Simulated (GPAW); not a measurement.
Input of a GPAW 26.7.0 run:

run.py

```python
from ase import Atoms
from ase.filters import FrechetCellFilter
from ase.io import write
from ase.optimize import BFGS
from ase.units import GPa
from gpaw import GPAW, PW, setup_paths

setup_paths.insert(0, '.')

atoms = Atoms(['Pt', 'Al', 'Al'],
              cell=[[0.0, 2.955, 2.955],
                    [2.955, 0.0, 2.955],
                    [2.955, 2.955, 0.0]],
              scaled_positions=[[0.0, 0.0, 0.0],
                                [0.75, 0.75, 0.75],
                                [0.25, 0.25, 0.25]],
              pbc=True)

calc = GPAW(mode=PW(600),
            xc='PBEsol',
            kpts={'size': (8, 8, 8), 'gamma': True},
            occupations={'name': 'fermi-dirac', 'width': 0.05},
            nbands=23,
            convergence={'density': 1e-05, 'forces': 0.0001},
            maxiter=150,
            txt='gpaw.txt')
atoms.calc = calc
opt = BFGS(FrechetCellFilter(atoms, scalar_pressure=10 * GPa), trajectory='relax.traj', logfile='-')
done = opt.run(fmax=0.02, steps=60)
calc.write('gs.gpw')
write('result.traj', atoms)
print('Converged:', done)
print('Cell:', atoms.cell.cellpar().round(4))
print('Volume:', round(atoms.get_volume(), 4))
print(atoms.get_scaled_positions().round(5))
```

Potentials or basis: PAW data sets generated in the run's folder for this functional, pw.

The run is started by

```sh
$ gpaw-setup -f PBEsol Al Pt
$ OMP_NUM_THREADS=1 python run.py
```

Estimate the relaxed cell.

a = 4.088 Å, b = 4.088 Å, c = 4.088 Å, α = 60.00°, β = 60.00°, γ = 60.00°.

What does it give for the relaxed volume?

16.10 Å³/atom.

Estimate the band gap on the k mesh.

none (metal or under the smearing width).

Final structure:
```
Pt Al
1.0
     0.00000    2.89034    2.89034
     2.89034    0.00000    2.89034
     2.89034    2.89034    0.00000
Pt Al
1 2
Direct
  0.00000 0.00000 0.00000
  0.75000 0.75000 0.75000
  0.25000 0.25000 0.25000
```

Caveat: later steps reuse the first step's grids. Spin-orbit coupling is left out, which matters for the levels of Pt.
